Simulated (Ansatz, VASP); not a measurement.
C: VASP beside Ansatz

INCAR

```
SYSTEM = C
PREC = Accurate
ENCUT = 520
EDIFF = 1E-6
ISMEAR = 0
SIGMA = 0.15
LREAL = .FALSE.
LASPH = .TRUE.
NELM = 80
ALGO = Normal
ISIF = 2
LWAVE = .FALSE.
LCHARG = .FALSE.
GGA = PE
IVDW = 12
NBANDS = 16
```

KPOINTS

```
Automatic mesh
0
G
  22 22 8
  0 0 0
```

The input POSCAR:

```
C
1.0
    1.2327689981     -2.1341461166     -0.0373475570
    1.2327689981      2.1341461166      0.0373475570
    0.0000000000      0.1189822145      6.7989836842
C
4
Direct
    0.0833101797      0.9166898203      0.7500000000
    0.5833101797      0.4166898203      0.2500000000
    0.9166898203      0.0833101797      0.2500000000
    0.4166898203      0.5833101797      0.7500000000
```

Input for Ansatz:

```yaml
crystal:
  lattice:
    - [1.2327689981, -2.1341461166, -0.037347557]
    - [1.2327689981, 2.1341461166, 0.037347557]
    - [0.0, 0.1189822145, 6.7989836842]
  atoms:
    - { symbol: C, position: [0.0833101797, 0.9166898203, 0.75] }
    - { symbol: C, position: [0.5833101797, 0.4166898203, 0.25] }
    - { symbol: C, position: [0.9166898203, 0.0833101797, 0.25] }
    - { symbol: C, position: [0.4166898203, 0.5833101797, 0.75] }
basis:
  ecutwfc: 420
kpoints:
  mp_grid: { grid: [22, 22, 8] }
hamiltonian:
  xc: pbe
  dispersion: d3bj
scf:
  occupations: { method: gaussian, width: 0.15 }
output:
  forces: true
  stress: true
  eigenvalues: true
```

Change from the starting cell: strain +0.0350 x Voigt [0, 0, 0, 1, 0, 0], atoms carried along.

Alike in both runs: task single point; functional PBE; dispersion D3(BJ); k mesh 22 × 22 × 8; occupations gaussian, width 0.15 eV; no spin polarisation.

|  | VASP | Ansatz |
| --- | --- | --- |
| version | VASP 6.6.1 | Ansatz 0.2.0 |
| potentials or method | VASP PAW PBE potentials, release 64 (C) | scalar-relativistic, plane waves, PAW |
| plane-wave cutoff (eV) | 520 | 420 |
| valence electrons in the cell | 16 | 16 |

Ansatz gave:

- gap on the k mesh at the Fermi level (eV): none
- pressure (GPa): -0.1
- largest component of the traceless stress (GPa): 0.13
- rms of the force components (eV/Å): 0.005

Q: What did VASP give for the same quantities?

A: gap on the k mesh at the Fermi level (eV): none; pressure (GPa): 0.4; largest component of the traceless stress (GPa): 0.44; rms of the force components (eV/Å): 0.005.

Atom by atom the forces differ by 0.000 eV/Å (rms over components). A gap of «none» marks a metal or a gap that the smearing closes.
